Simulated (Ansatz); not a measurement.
# InSe: the cost of one run

Method: DFT PBE+D3(BJ), scalar-relativistic, plane waves, PAW, in Ansatz 0.2.0.

A COD entry behind a cell of this session may itself be a prediction, so a difference from it is no test against experiment.

6 further runs of the same task are left out: 6 set aside as unsound or not needed.

## 1. The structure to begin with

It takes space group P-1 (No. 2, triclinic). The conventional cell has a = 4.027 Å, b = 4.027 Å, c = 28.271 Å, α = 90.00°, β = 90.00°, γ = 120.00°. Around Se (site symmetry 1) lie 3 In at 2.66 Å. Around In (site symmetry 1) lie 3 Se at 2.66 Å and 1 In at 2.79 Å.

As a file:

```xyz
8
Lattice="4.0266 0.0000 0.0000 -2.0133 3.4871 0.0000 0.0000 0.0000 28.2707" Properties=species:S:1:pos:R:3 pbc="T T T"
Se    0.0000    0.0000    4.5000
In    2.0133    1.1624    5.7954
In    2.0133    1.1624    8.5899
Se    0.0000    0.0000    9.8854
Se   -0.4474    0.7749   12.9954
In   -2.4607   -0.3875   14.2908
In   -2.4607   -0.3875   17.0853
Se   -0.4474    0.7749   18.3807
```

This is the geometry of the first run shown, built on a cell relaxed beforehand with the same method.

## 2. The scan

Atoms count from 1 in the order of the input.

The upper layer of a bilayer is slid over the lower one; relaxed at each slide: nothing; the origin of the map has Se5 above Se4; the distance between the facing planes is held at 3.11 Å.

The axes are (1) slide of the upper layer along the first cell vector, from Se5 above Se4: 9 values from 0.000 to 0.889, periodic; (2) slide of the upper layer along the second cell vector, from Se5 above Se4: 9 values from 0.000 to 0.889, periodic.

Nothing else is relaxed. Points are written as (first, second).

The two vectors of the plane (Å): (4.027, 0.000, 0.000); (-2.013, 3.487, 0.000).

## 3. Point (0/9, 2/9) of the map's two axes

The cell repeats along c, and a dipole correction in the vacuum removes the field between the copies.

input.yaml reads:

```yaml
crystal:
  lattice:
    - [4.0266104808, 0.0, 0.0]
    - [-2.0133052404, 3.4871469675, 0.0]
    - [0.0, 0.0, 28.2707100106]
  atoms:
    - { symbol: Se, position: [0.0, 0.0, 0.1591753443] }
    - { symbol: In, position: [0.6666666667, 0.3333333333, 0.2049979901] }
    - { symbol: In, position: [0.6666666667, 0.3333333333, 0.3038451606] }
    - { symbol: Se, position: [0.0, 0.0, 0.3496677304] }
    - { symbol: Se, position: [0.0, 0.2222222222, 0.4596755794] }
    - { symbol: In, position: [-0.6666666667, -0.1111111111, 0.5054982252] }
    - { symbol: In, position: [-0.6666666667, -0.1111111111, 0.6043453957] }
    - { symbol: Se, position: [0.0, 0.2222222222, 0.6501679655] }
basis:
  ecutwfc: 420
kpoints:
  mp_grid: { grid: [9, 9, 1] }
hamiltonian:
  xc: pbe
  pseudopotentials: { kind: paw, azcp: { folder: soft_1 } }
  dispersion: d3bj
scf:
  occupations: { method: gaussian, width: 0.05 }
output:
  forces: true
  eigenvalues: true
efield:
  axis: 3
  dipole_correction: true
  ramp_width: 0.04
```

Launch:

```sh
$ ansatz run input.yaml --threads 1 --pin off --max-ram 3072MiB --backend cpu --events-out ev --progress --plain --runs-dir out
```

Q: Estimate wall time and peak memory on 1 thread of Arm Neoverse N1, shared host.

About 4.3 min, with a peak of 1 GiB.
